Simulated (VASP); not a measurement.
# GaAs (F-43m) in VASP: notebook, part 2 of 2

VASP 6.6.1. Earlier steps stand in the parts before.

**3. Single point, HSE06, spin-orbit coupling, no magnetisation**

Contents of POSCAR:

```
GaAs
1.0
    0.0000000000      2.8268500000      2.8268500000
    2.8268500000      0.0000000000      2.8268500000
    2.8268500000      2.8268500000      0.0000000000
As Ga
1 1
Direct
    0.7500000000      0.7500000000      0.7500000000
    0.0000000000      0.0000000000      0.0000000000
```

Contents of INCAR.step1:

```
  ALGO = Normal
  EDIFF = 1E-5
  ENCUT = 520
  GGA = PE
  GGA_COMPAT = F
  ISIF = 2
  ISMEAR = -1
  LASPH = T
  LCHARG = F
  LORBIT = 11
  LREAL = F
  LSORBIT = T
  LWAVE = T
  MAGMOM = 0 0 0 0 0 0
  NELM = 80
  PREC = Accurate
  SIGMA = 0.05
```

Contents of INCAR.step2:

```
  ALGO = Normal
  EDIFF = 1E-6
  ENCUT = 520
  GGA = PE
  GGA_COMPAT = F
  HFSCREEN = 0.2
  ISIF = 2
  ISMEAR = -1
  ISTART = 1
  LASPH = T
  LCHARG = F
  LHFCALC = T
  LORBIT = 11
  LREAL = F
  LSORBIT = T
  LWAVE = F
  MAGMOM = 0 0 0 0 0 0
  NELM = 80
  PREC = Accurate
  PRECFOCK = Normal
  SIGMA = 0.05
```

Contents of KPOINTS:

```
k-points
0
Gamma
  4 4 4
```

Potentials or basis: VASP PAW PBE potentials, release 64 (As, Ga_d).

The run is started by

```bash
cat potpaw_PBE.64/As/POTCAR potpaw_PBE.64/Ga_d/POTCAR > POTCAR
cp INCAR.step1 INCAR
mpirun -np 1 vasp_ncl > vasp.out
cp INCAR.step2 INCAR
mpirun -np 1 vasp_ncl > vasp.out
```

Run time: 24 min. Hardware: 1 thread of AMD EPYC 9R45 (Zen 5), shared host; peak memory 0.37 GiB.

Results (log left out):

```yaml
Free_energy: -9.7577 eV
Pressure: 1.3 GPa
Valence_electrons_inside_the_program's_atomic_spheres: As 2.91; Ga 11.65
```

Caveat: the k mesh is coarse (spacing up to 0.48 Å⁻¹), so the values aren't converged, least of all with exact exchange; the PAW data sets were made with another functional, which shifts forces and pressure a little.

**4. Single point, PBE**

Contents of INCAR:

```
ALGO     = Fast           # electronic algorithm
EDIFF    = 1E-6           # SCF threshold, eV
ENCUT    = 520            # plane-wave cutoff, eV
GGA      = PE             # functional
ISIF     = 2              # what is computed and relaxed
ISMEAR   = 0              # smearing method
LASPH    = T              # aspherical terms in the spheres
LCHARG   = T              # write CHGCAR
LELF     = T              # ELF
LREAL    = F              # projectors in reciprocal space
LVHAR    = T            
LWAVE    = F              # write WAVECAR
NELM     = 100            # most SCF steps
PREC     = Accurate       # precision mode
SIGMA    = 0.012          # smearing width, eV
```

Contents of KPOINTS:

```
k-points
0
Gamma
  8 8 8
```

POSCAR is that of step 3.

The run is started by

```bash
cat potpaw_PBE.64/As/POTCAR potpaw_PBE.64/Ga_d/POTCAR > POTCAR
mpirun -np 1 vasp_std > vasp.out
```

It took 24 s on 1 thread of Intel Xeon Platinum 8375C at 2.90GHz (Ice Lake), shared host; peak memory 0.17 GiB.

It converged, with:

```yaml
Free_energy: -8.2471 eV
Pressure: 3.5 GPa
Band_gap_on_the_k_mesh: 0.52 eV, direct
```

Levels at points of the mesh, in eV from the valence-band top:
| k point | band 6 | band 7 | band 8 | band 9 | band 10 | band 11 | band 12 | band 13 |
| --- | --- | --- | --- | --- | --- | --- | --- | --- |
| (0.00, 0.00, 0.00) | -12.73 | 0.00 | 0.00 | 0.00 | 0.52 | 3.73 | 3.73 | 3.73 |
| (0.50, 0.00, 0.00) | -10.96 | -6.64 | -1.14 | -1.14 | 1.00 | 4.63 | 4.63 | 7.75 |
| (0.50, 0.50, 0.00) | -10.22 | -6.82 | -2.68 | -2.68 | 1.46 | 1.65 | 10.17 | 10.19 |

**5. Relaxation of cell and atoms, r2SCAN**

Contents of INCAR:

```
SYSTEM = GaAs
PREC = Accurate
ENCUT = 600
EDIFF = 1E-6
ISMEAR = 0
SIGMA = 0.05
LREAL = .False.
LASPH = .True.
NELM = 100
ALGO = Normal
ISIF = 3
LWAVE = .False.
LCHARG = .False.
METAGGA = R2SCAN
LMIXTAU = .True.
IBRION = 2
NSW = 60
EDIFFG = -0.005
```

Contents of KPOINTS:

```
Automatic mesh
0
Gamma
  8 8 8
  0 0 0
```

POSCAR is that of step 4.

The run is started by

```bash
cat potpaw_PBE.64/As/POTCAR potpaw_PBE.64/Ga_d/POTCAR > POTCAR
mpirun -np 1 vasp_std > vasp.out
```

It took 5.1 min on 1 thread of Intel Xeon Platinum 8259CL at 2.50GHz (Skylake/Cascade Lake), shared host; peak memory 0.21 GiB.

Results (log left out):

| Property | Result |
| --- | --- |
| Free energy | -27.0540 eV |
| Relaxed volume | 22.77 Å³/atom |
| Relaxed cell | a = 4.008 Å, b = 4.008 Å, c = 4.008 Å, α = 60.00°, β = 60.00°, γ = 60.00° |
| Space group after relaxing (to 0.05 Å) | F-43m (No. 216) |
| Energy gained by relaxing | 0.3 meV/atom |
| Ionic steps | 6 |
| Pressure after relaxing | 0.0 GPa |
| Band gap on the k mesh | 0.93 eV, direct |

The path:
```
step  energy change (eV)  largest force (eV/Å)  pressure (GPa)  volume (Å³)
   1              0.0000                0.0000            0.57        45.18
   2             -0.0004                0.0000           -0.29        45.71
   3             -0.0006                0.0000            0.14        45.51
   4             -0.0006                0.0000           -0.09        45.57
   5             -0.0006                0.0000           -0.04        45.55
   6             -0.0006                0.0000           -0.02        45.53
```

Final structure:
```
CELL_PARAMETERS angstrom
0.00000 2.83423 2.83423
2.83423 0.00000 2.83423
2.83423 2.83423 0.00000
ATOMIC_POSITIONS crystal
As 0.75000 0.75000 0.75000
Ga 0.00000 0.00000 0.00000
```

Levels at points of the mesh, in eV from the valence-band top:
| k point | band 5 | band 6 | band 7 | band 8 | band 9 | band 10 | band 11 | band 12 | band 13 |
| --- | --- | --- | --- | --- | --- | --- | --- | --- | --- |
| (0.00, 0.00, 0.00) | -15.14 | -13.15 | 0.00 | 0.00 | 0.00 | 0.93 | 4.04 | 4.04 | 4.04 |
| (0.50, 0.00, 0.00) | -15.13 | -11.33 | -6.77 | -1.17 | -1.17 | 1.34 | 4.98 | 4.98 | 8.28 |
| (0.50, 0.50, 0.00) | -15.12 | -10.56 | -6.96 | -2.75 | -2.75 | 1.77 | 1.95 | 10.80 | 10.80 |

Caveat: the PAW data sets were made with another functional, which shifts forces and pressure a little. A k mesh can miss the band edges.

**6. Relaxation of cell and atoms, SCAN**

Contents of INCAR:

```
SYSTEM = GaAs
PREC     = Accurate       ! precision mode
ENCUT    = 600            ! plane-wave cutoff, eV
EDIFF    = 1E-7           ! SCF threshold, eV
ISMEAR   = 0              ! smearing method
SIGMA    = 0.05           ! smearing width, eV
LREAL    = .False.        ! projectors in reciprocal space
LASPH    = .True.         ! aspherical terms in the spheres
NELM     = 80             ! most SCF steps
ALGO     = Normal         ! electronic algorithm
ISIF     = 3              ! what is computed and relaxed
LWAVE    = .False.        ! write WAVECAR
LCHARG   = .False.        ! write CHGCAR
METAGGA  = SCAN           ! meta-GGA
LMIXTAU  = .True.       
IBRION   = 2              ! ionic algorithm
NSW      = 40             ! ionic steps
EDIFFG   = -0.005         ! ionic threshold
```

Contents of KPOINTS:

```
regular mesh
0
Gamma
  8 8 8
  0 0 0
```

POSCAR is that of step 5.

Potentials or basis: VASP PAW PBE potentials, release 64 (As, Ga_d).

The run is started by

```bash
cat potpaw_PBE.64/As/POTCAR potpaw_PBE.64/Ga_d/POTCAR > POTCAR
mpirun -np 1 vasp_std > vasp.out
```

It took 6.2 min on 1 thread of Intel Xeon Platinum 8259CL at 2.50GHz (Skylake/Cascade Lake), shared host; peak memory 0.21 GiB.

Results (log left out):

```yaml
Free_energy: -37.2958 eV
Relaxed_volume: 22.71 Å³/atom
Relaxed_cell: a = 4.005 Å, b = 4.005 Å, c = 4.005 Å, α = 60.00°, β = 60.00°, γ = 60.00°
Space_group_after_relaxing_to_0.05_Å: F-43m (No. 216)
Energy_gained_by_relaxing: 0.0 meV/atom
Ionic_steps: 3
Pressure_after_relaxing: 0.0 GPa
Band_gap_on_the_k_mesh: 0.68 eV, direct
```

Final structure:
```
CELL_PARAMETERS angstrom
0.00000 2.83173 2.83173
2.83173 0.00000 2.83173
2.83173 2.83173 0.00000
ATOMIC_POSITIONS crystal
As 0.75000 0.75000 0.75000
Ga 0.00000 0.00000 0.00000
```

Levels at points of the mesh, in eV from the valence-band top:
```
           k point  band 7  band 8  band 9  band 10  band 11  band 12
(0.00, 0.00, 0.00)    0.00    0.00    0.00     0.68     3.94     3.94
(0.50, 0.00, 0.00)   -6.85   -1.19   -1.19     1.18     4.91     4.91
(0.50, 0.50, 0.00)   -7.06   -2.77   -2.77     1.66     1.88    10.68
```

Caveat: the PAW data sets were made with another functional, which shifts forces and pressure a little. SCAN opens gaps a little over a GGA but as a rule still falls short of measured ones.

**7. Summary**

| task | level | spin | cell | k mesh | cutoff (eV) | smearing | grid for exact exchange (PRECFOCK) | screening parameter | mesh quality | gap on the mesh (eV) | pressure (GPa) | relaxed volume (Å³/atom) |
| --- | --- | --- | --- | --- | --- | --- | --- | --- | --- | --- | --- | --- |
| relaxation of cell and atoms | HSE06 | off | relaxed | 4 × 4 × 4 | 600 | fermi-dirac 0.05 eV | Fast | 0.2 1/A | coarse | 1.35 | 0.0 | 22.96 |
| single point | HSE06 | SOC, no magnetisation | as given | 4 × 4 × 4 | 520 | fermi-dirac 0.05 eV | Normal | 0.2 1/A | coarse | - | 1.3 | - |
| single point | PBE | off | as given | 8 × 8 × 8 | 520 | gaussian 0.012 eV | - | - | not flagged | 0.52 | 3.5 | - |
| relaxation of cell and atoms | r2SCAN | off | relaxed | 8 × 8 × 8 | 600 | gaussian 0.05 eV | - | - | not flagged | 0.93 | 0.0 | 22.77 |
| relaxation of cell and atoms | SCAN | off | relaxed | 8 × 8 × 8 | 600 | gaussian 0.05 eV | - | - | not flagged | 0.68 | 0.0 | 22.71 |

Alike in all rows: potentials or basis VASP PAW PBE potentials, release 64 (As, Ga_d).

Caveats: some runs use coarse meshes; the PAW data sets were made with another functional, which shifts forces and pressure a little (some runs).

Absolute energies hang on the potentials; compare differences alone.

**8. Comparison with measurements**

Step 4. Against the measured gap of GaAs, 1.412 eV (direct; 300 K; “Evidence of valence band perturbations in GaAsN/GaAs(001): A combined variable-angle spectroscopic ellipsometry and modulated photoreflectance investigation”, 2008, arxiv:0805.2212), the calculated 0.52 eV is off by -0.89 eV. 3 values of this kind are on record (1.412 to 1.51 eV); this one was drawn at random among those near their median, those with a stated uncertainty first. Spin-orbit coupling on As, Ga is left out. The value is that of PBE on a finite k mesh, which can miss the band edges, without temperature or zero-point motion. Semilocal functionals fall short of measured gaps as a rule.
